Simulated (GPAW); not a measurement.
The system is TiCo3.

```
Co Ti
1.0
     3.57100    0.00000    0.00000
     0.00000    3.57100    0.00000
     0.00000    0.00000    3.57100
Co Ti
3 1
Cartesian
  1.7855 1.7855 0.0000
  1.7855 0.0000 1.7855
  0.0000 1.7855 1.7855
  0.0000 0.0000 0.0000
```

Base run:

```yaml
Program: GPAW 26.7.0
Functional: PBEsol
Potentials_or_basis: PAW data sets generated in the run's folder for this functional
Cutoff: 600 eV
Basis: pw
k_mesh: 8 × 8 × 8
Occupations: fermi-dirac, width 0.05 eV
Spin: collinear spin, ferromagnetic start
Starting_moments: "[2.0, 2.0, 2.0, 1.0] μB"
```

Its results: pressure -3.7 GPa; net moment 2.49 μB per cell; site moments Co +1.00; Ti -0.30 μB.

**Question.** The run is repeated on the same cell with these changes: k mesh from 8 × 8 × 8 to 6 × 6 × 6. What comes out?

**Answer.** Pressure -3.5 GPa; net moment 2.59 μB per cell; site moments Co +1.03; Ti -0.30 μB.

Not every run made on this cell is shown here.
